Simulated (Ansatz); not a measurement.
# Se: the cost of one run

Program: Ansatz 0.2.0. Level of theory: DFT PBE, scalar-relativistic. These are calculated values, not measurements.

### Step 1. The starting structure

It takes space group P3_121 (No. 152, trigonal). Conventional cell: a = 4.366 Å, b = 4.366 Å, c = 4.954 Å, α = 90.00°, β = 90.00°, γ = 120.00°. Se (site symmetry 2) has 2 Se at 2.37 Å as nearest neighbours.

Coordinates:

```
CELL_PARAMETERS angstrom
4.36620 0.00000 0.00000
-2.18310 3.78124 0.00000
0.00000 0.00000 4.95360
ATOMIC_POSITIONS crystal
Se 0.22540 0.00000 0.33333
Se 0.00000 0.22540 0.66667
Se 0.77460 0.77460 0.00000
```

Atoms are numbered in the order of the input: Se1, Se2, Se3.

### Step 2. After the deformation

Space group P3_121 before, P3_121 after.

### Step 3. LAPW, all electrons

File input.yaml:

```yaml
crystal:
  lattice:
    - [4.3661999489, 0.0, 0.0]
    - [-2.1830999745, 3.7812400738, 0.0]
    - [0.0, 0.0, 5.102208]
  atoms:
    - { symbol: Se, position: [0.2254, 0.0, 0.3333333333] }
    - { symbol: Se, position: [0.0, 0.2254, 0.6666666667] }
    - { symbol: Se, position: [0.7746, 0.7746, 0.0] }
kpoints:
  mp_grid: { grid: [6, 6, 5] }
  band_path:
    path:
      - [0.0, 0.0, 0.0]
      - [0.5, 0.0, 0.0]
      - [0.3333333333, 0.3333333333, 0.0]
      - [0.0, 0.0, 0.0]
      - [0.0, 0.0, 0.5]
      - [0.5, 0.0, 0.5]
      - [0.3333333333, 0.3333333333, 0.5]
      - [0.0, 0.0, 0.5]
      - [0.5, 0.0, 0.5]
    npoints: 5
scf:
  occupations: { method: fermi_dirac, width: 0.03 }
hamiltonian:
  xc: pbe
  pseudopotentials: { kind: all_electron, lapw: { basis_error: 0.001 } }
output:
  forces: true
  stress: true
  eigenvalues: true
```

Launch:

```console
$ ansatz run input.yaml --threads 1 --pin off --max-ram 4096MiB --backend cpu --events-out ev --progress --plain --runs-dir out
```

**Question.** How long does this run take on 1 thread of Arm Neoverse V2, shared host, and how much memory does it need?

About 54 s, with a peak of 0.36 GiB.
